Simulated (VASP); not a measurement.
Set up this calculation in VASP 6.6.1, as the native input.

* Task: relaxation of cell and atoms
* Functional: PBE
* Potentials or basis: VASP PAW PBE potentials, release 64 (Al, Pt)
* Cutoff: 600 eV
* k mesh: 12 × 12 × 12
* Occupations: gaussian, width 0.1 eV
* Spin: no spin polarisation
* Dipole correction: no
* Further INCAR settings: ALGO = Normal; EDIFF = 1e-06; IBRION = 2; EDIFFG = -0.005; NSW = 100; ISIF = 3

The structure of Al2Pt lies in POSCAR:

```
Al2Pt
1.0
    0.0000000000      2.9550006156      2.9550006156
    2.9550006156      0.0000000000      2.9550006156
    2.9550006156      2.9550006156      0.0000000000
Al Pt
2 1
Direct
    0.2500000000      0.2500000000      0.2500000000
    0.7500000000      0.7500000000      0.7500000000
    0.0000000000      0.0000000000      0.0000000000
```

These files were run (other wordings do the same):

INCAR

```
ALGO = Normal ; EDIFF = 1E-6
EDIFFG = -0.005 ; ENCUT = 600
GGA = PE ; IBRION = 2
ISIF = 3 ; ISMEAR = 0
LASPH = T ; LCHARG = F
LREAL = F ; LWAVE = F
NELM = 60 ; NSW = 100
PREC = Accurate ; SIGMA = 0.1
```

KPOINTS

```
k-points
0
Gamma
  12 12 12
```

Potentials or basis: VASP PAW PBE potentials, release 64 (Al, Pt).

Launch:

```console
$ cat potpaw_PBE.64/Al/POTCAR potpaw_PBE.64/Pt/POTCAR > POTCAR
$ mpirun -np 1 vasp_std > vasp.out
```

Results of the run:

```json
{"Relaxed volume": "17.50 Å³/atom", "Relaxed cell": "a = 4.203 Å, b = 4.203 Å, c = 4.203 Å, α = 60.00°, β = 60.00°, γ = 60.00°", "Space group after relaxing (to 0.05 Å)": "Fm-3m (No. 225)", "Energy gained by relaxing": "2.1 meV/atom", "Ionic steps": "3", "Pressure after relaxing": "0.0 GPa", "Band gap on the k mesh": "none (metal or under the smearing width)"}
```

Run time: 120 s on 1 thread of Intel(R) Xeon(R) Platinum 8488C (Sapphire Rapids), on a shared host, peak memory 0.24 GiB.
